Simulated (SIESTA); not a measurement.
The system is TiAl.

```
Ti Al
1.0
     2.86726    0.00000    0.00000
    -1.43363    2.48312    0.00000
     0.00000    0.00000    4.67808
Ti Al
1 1
Cartesian
  0.0000 0.0000 0.0000
  0.0000 1.6554 2.3390
```

The cell comes from a database or a generator and needn't be the stable form of this composition.

```yaml
Program: SIESTA 5.4.2
Task: single point
Functional: PBE
Potentials_or_basis: PseudoDojo 0.4 standard (PBE files)
Basis: DZP (energy shift 0.003 Ry; two zetas on semicore shells)
Grid_cutoff: 800 Ry
Energy_shift: 0.003 Ry
k_mesh: 11 × 11 × 6
Occupations: fermi-dirac, width 0.05 eV
Spin: no spin polarisation
```

On this cell: pressure 0.7 GPa; largest force under 0.003 eV/Å; band gap on the k mesh none (metal or under the smearing width).

The same run follows on a disturbed copy (atoms moved at random, drawn with an rms of 0.05 Å):

```
Ti Al
1.0
     2.86726    0.00000    0.00000
    -1.43363    2.48312    0.00000
     0.00000    0.00000    4.67808
Ti Al
1 1
Direct
  0.99025 0.00486 0.01131
  0.34812 0.66269 0.51633
```

Question: What does the disturbed cell give?

Answer: The energy (extrapolated to zero smearing) moves by +4.5 meV/atom; pressure 0.7 GPa; largest force 0.235 eV/Å; band gap on the k mesh none (metal or under the smearing width).

Forces in eV/Å, atoms in the order of the input:
```
Ti   0.159 -0.028  0.170
Al  -0.159  0.028 -0.170
```

Stress tensor (GPa, compression positive):
```
 0.93  1.41  0.07
 1.41  1.75 -0.01
 0.07 -0.01 -0.45
```

Caveats: the basis of atomic orbitals isn't converged, which shifts pressures, moduli and gaps.
